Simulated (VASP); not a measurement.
# Sb (I4/mmm) in VASP: a series of runs, part 2 of 2

VASP 6.6.1. Earlier steps stand in the parts before.

## (4) Single point, r2SCAN

The input, INCAR:

```
ADDGRID = False
ALGO = Normal
EDIFF = 1E-6
ENCUT = 300
ISIF = 2
ISMEAR = 0
LASPH = True
LCHARG = False
LMIXTAU = True
LREAL = False
LWAVE = False
METAGGA = R2SCAN
NBANDS = 8
NELM = 100
PREC = Accurate
SIGMA = 0.05
```

The input, KPOINTS:

```
k-points
0
Gamma
  6 6 6
```

The input, POSCAR:

```
Sb
1.0
   -1.5638750000      1.6131910000      2.7402030000
    1.6104090000     -1.5604430000      2.7365900000
    1.5281950000      1.5247630000     -2.7095380000
Sb
1
Direct
    0.0004760000      0.0218010000      0.0165680000
```

Potentials or basis: VASP PAW PBE potentials, release 64 (Sb).

Command:

```console
$ cat potpaw_PBE.64/Sb/POTCAR > POTCAR
$ mpirun -np 1 vasp_std > vasp.out
```

OUTCAR:

```text
EDIFF = 1E-6
   ENCUT = 300
   ISIF = 2
   ISMEAR = 0
   LASPH = True
   LREAL = False
   METAGGA = R2SCAN
   NELM = 100
   PREC = Accurate

 Found    112 irreducible k-points:

 Following reciprocal coordinates:
            Coordinates               Weight
  0.000000  0.000000  0.000000      1.000000
  0.166667 -0.000000 -0.000000      2.000000
  0.333333 -0.000000  0.000000      2.000000
  0.500000 -0.000000  0.000000      1.000000
 -0.000000  0.166667  0.000000      2.000000
  0.166667  0.166667  0.000000      2.000000
   k-points           NKPTS =    112   k-points in BZ     NKDIM =    112   number of bands    NBANDS=      8
   number of dos      NEDOS =    301   number of ions     NIONS =      1
   total plane-waves  NPLWV =   8000
   dimension x,y,z NGX =    20 NGY =   20 NGZ =   20
   dimension x,y,z NGXF=    40 NGYF=   40 NGZF=   40
   ions per type =               1
   NGX,Y,Z   is equivalent  to a cutoff of   9.38,  9.40,  9.60 a.u.
   NGXF,Y,Z  is equivalent  to a cutoff of  18.77, 18.80, 19.19 a.u.
 SYSTEM =  unknown system
   PREC   = accura    normal or accurate (medium, high low for compatibility)
   ISTART =      0    job   : 0-new  1-cont  2-samecut
   ICHARG =      2    charge: 1-file 2-atom 10-const
   ISPIN  =      1    spin polarized calculation?
   LNONCOLLINEAR =      F non collinear calculations
   LSORBIT =      F    spin-orbit coupling
   LASPH  =      T    aspherical Exc in radial PAW
   ENCUT  =  300.0 eV  22.05 Ry    4.70 a.u.   5.00  5.00  4.89*2*pi/ulx,y,z
   NELM   =    100;   NELMIN=  2; NELMDL= -5     # of ELM steps
   EDIFF  = 0.1E-05   stopping-criterion for ELM
   LREAL  =      F    real-space projection
   EDIFFG = 0.1E-04   stopping-criterion for IOM
   NSW    =      0    number of steps for IOM
   IBRION =     -1    ionic relax: 0-MD 1-quasi-New 2-CG
   NFREE  =      0    steps in history (QN), initial steepest desc. (CG)
   ISIF   =      2    stress and relaxation
   ISYM   =      2    0-nonsym 1-usesym 2-fastsym
   POTIM  = 0.5000    time-step for ionic-motion
   TEBEG  =    0.0;   TEEND  =   0.0 temperature during run
   PSTRESS=    0.0 pullay stress
   NELECT =       5.0000    total number of electrons
   NUPDOWN=      -1.0000    fix difference up-down
   EMIN   =  10.00;   EMAX   =-10.00  energy-range for DOS
   EFERMI =   0.00;   METHOD = LEGACY
   ISMEAR =     0;   SIGMA  =   0.05  broadening in eV -4-tet -1-fermi 0-gaus
   EFERMI_NEDOS =   21; number of points for ismear=-14 and -15
   IALGO  =     38    algorithm
   IMIX   =      4    mixing-type and parameters
     AMIX     =   0.40;   BMIX     =  1.00
     AMIX_MAG =   1.60;   BMIX_MAG =  1.00
  volume/ion in A,a.u.               =      26.96       181.95
  Fermi-wavevector in a.u.,A,eV,Ry     =   0.933573  1.764197 11.858272  0.871558
  Thomas-Fermi vector in A             =   2.060288
   LORBIT       =      0    0 simple, 1 ext, 2 COOP (PROOUT), +10 PAW based schemes
   METAGGA = R2SCAN    functional components
   LHFCALC =     F    Hartree Fock is set to
   AEXX    =    0.0000 exact exchange contribution
   IVDW    =     0    specifies the selected vdW correction
   LEPSILON=     F    determine dielectric tensor
   LRPA    =     F    only Hartree local field effects (RPA)
 non-spin polarized calculation
 Gauss-broadening in eV      SIGMA  =   0.05
  energy-cutoff  :      300.00
  volume of cell :       26.96
 maximum number of plane-waves:       331
   NGX = 11   NGY =  9   NGZ =  9

 number of electron       5.0000000 magnetization

 Free energy of the ion-electron system (eV)
  ---------------------------------------------------
  ext. energy  EPLUGINS =         0.00000000
  ---------------------------------------------------
  free energy    TOTEN  =       -25.31524719 eV

  energy without entropy =      -25.31485677  energy(sigma->0) =      -25.31505198

 E-fermi :   8.5787     XC(G=0): -10.7797

 val. band max:        8.4679428352   @ k =  -0.3333   0.3333   0.5000
 cond. band min:       8.5894326862   @ k =   0.0000   0.1667   0.5000
 fundamental gap:      0.1214898511
 Fermi energy:         8.5786559318

 k-point     1 :       0.0000    0.0000    0.0000
  band No.  band energies     occupation
      1      -5.1317      2.00000
      2      13.1553      0.00000
      3      14.2124      0.00000
      4      14.2697      0.00000
      5      18.1364      0.00000
      6      19.3513      0.00000
      7      19.7389      0.00000
      8      19.9575      0.00000

 k-point     2 :       0.1667   -0.0000   -0.0000
  band No.  band energies     occupation
      1      -4.5536      2.00000
      2      10.1362      0.00000
      3      12.4034      0.00000
      4      14.1849      0.00000
      5      17.0919      0.00000
      6      18.6286      0.00000
      7      20.4969      0.00000
      8      20.7405      0.00000

 k-point     3 :       0.3333   -0.0000    0.0000
  band No.  band energies     occupation
      1      -2.8828      2.00000
      2       5.2100      2.00000
      3      10.9518      0.00000
      4      14.2479      0.00000
      5      15.5810      0.00000
      6      18.7191      0.00000
      7      20.6328      0.00000
      8      21.7642      0.00000

 k-point     4 :       0.5000   -0.0000    0.0000
  band No.  band energies     occupation
      1      -1.1506      2.00000
      2       2.3116      2.00000
      3      10.3903      0.00000
      4      14.3636      0.00000
      5      15.0922      0.00000
      6      19.1956      0.00000
      7      20.0068      0.00000
      8      20.1740      0.00000

 k-point     5 :      -0.0000    0.1667    0.0000
  band No.  band energies     occupation
      1      -4.5525      2.00000
      2      10.1503      0.00000
      3      12.3847      0.00000
      4      14.1836      0.00000
      5      17.0709      0.00000
      6      18.6270      0.00000
      7      20.4819      0.00000
      8      20.7662      0.00000

 k-point     6 :       0.1667    0.1667    0.0000
  band No.  band energies     occupation
      1      -3.7031      2.00000
      2       8.9269      0.00000
      3       9.6842      0.00000
      4      11.9150      0.00000
      5      17.7865      0.00000
      6      18.5498      0.00000
      7      21.0455      0.00000
      8      21.1936      0.00000

 [... further k-points ...]

------------------------ aborting loop because EDIFF is reached ----------------------------------------

  FORCE on cell =-STRESS in cart. coord.  units (eV):
  Direction    XX          YY          ZZ          XY          YZ          ZX
  --------------------------------------------------------------------------------------
  -------------------------------------------------------------------------------------
  Total        0.4356527      0.4436417     -0.3155103      0.1107144     -0.0654576     -0.1221618
  in kB       25.8881642     26.3628972    -18.7488398      6.5790767     -3.8897444     -7.2593230
  external PRESSURE =      11.1674072 kB  Pullay stress =       0.0000000 kB

 VOLUME and BASIS-vectors are now :
 -----------------------------------------------------------------------------
  energy-cutoff  :      300.00
  volume of cell :       26.96
      direct lattice vectors                 reciprocal lattice vectors
    -1.563875000  1.613191000  2.740203000     0.002055809  0.316948054  0.179518554
     1.610409000 -1.560443000  2.736590000     0.317083613  0.001847581  0.179876686
     1.528195000  1.524763000 -2.709538000     0.322328449  0.322401118 -0.005843793

 POSITION                                       TOTAL-FORCE (eV/Angst)
 -----------------------------------------------------------------------------------
      0.05968     -0.00799      0.01607         0.000000      0.000000      0.000000
 -----------------------------------------------------------------------------------
    total drift:                                0.000001      0.000001     -0.000001

  FREE ENERGIE OF THE ION-ELECTRON SYSTEM (eV)
  ---------------------------------------------------
  free  energy   TOTEN  =       -25.3152471871 eV

  energy  without entropy=      -25.3148567690  energy(sigma->0) =      -25.31505198
```

stdout:

```text
POSCAR found type information on POSCAR Sb
 POSCAR found :  1 types and       1 ions
 scaLAPACK will be used
 -----------------------------------------------------------------------------
|                                                                             |
|                                                                             |
|     You enforced a specific xc type in the INCAR file but a different       |
|     I HOPE YOU KNOW WHAT YOU ARE DOING!                                     |
|                                                                             |
 -----------------------------------------------------------------------------

 LDA part: xc-table for (None), standard interpolation
 POSCAR, INCAR and KPOINTS ok, starting setup
 FFT: planning ... GRIDC
 FFT: planning ... GRID_SOFT
 FFT: planning ... GRID
 WAVECAR not read
 entering main loop
```

Run time: 38 s. Hardware: 1 thread of Intel Xeon Platinum 8375C at 2.90GHz (Ice Lake), shared host; peak memory 0.13 GiB.

These settings aren't checked as converged: the numbers below hold their error.

What came out:

- Free energy: -25.3152 eV
- Pressure: 1.1 GPa
- Band gap on the k mesh: none (metal or under the smearing width)

Caveat: the k mesh is coarse (spacing up to 0.48 Å⁻¹), so the values aren't converged; the PAW data sets were made with another functional, which shifts forces and pressure a little.

## (5) Single point, r2SCAN

Edit INCAR of step 4 so:

```diff
@@ -3,3 +3,3 @@
 EDIFF = 1E-6
-ENCUT = 300
+ENCUT = 500
 ISIF = 2
```

The input, KPOINTS:

```
k-points
0
Gamma
  5 5 5
```

The input, POSCAR:

```
Sb
1.0
   -1.5765401831      1.5765401831      2.7119384313
    1.5765401831     -1.5765401831      2.7119384313
    1.5765401831      1.5765401831     -2.7119384313
Sb
1
Direct
    0.0000000000      0.0000000000      0.0000000000
```

Command:

```console
$ cat potpaw_PBE.64/Sb/POTCAR > POTCAR
$ mpirun -np 1 vasp_std > vasp.out
```

Run time: 17 s. Hardware: 1 thread of Intel Xeon Platinum 8375C at 2.90GHz (Ice Lake), shared host; peak memory 0.16 GiB.

These settings aren't checked as converged: the numbers below hold their error.

Results:

```
Free energy            : -25.1792 eV
Pressure               : 0.9 GPa
Band gap on the k mesh : none (metal or under the smearing width)
```

Caveat: the k mesh is coarse (spacing up to 0.56 Å⁻¹), so the values aren't converged; the PAW data sets were made with another functional, which shifts forces and pressure a little.

## (6) The reference run

An earlier run on the cell as given: functional PBEsol; potentials or basis VASP PAW PBE potentials, release 64 (Sb); cutoff 520 eV; k mesh 12 × 12 × 12; occupations fermi-dirac, width 0.05 eV; no spin polarisation.

- Pressure: -1.3 GPa
- Band gap on the k mesh: none (metal or under the smearing width)
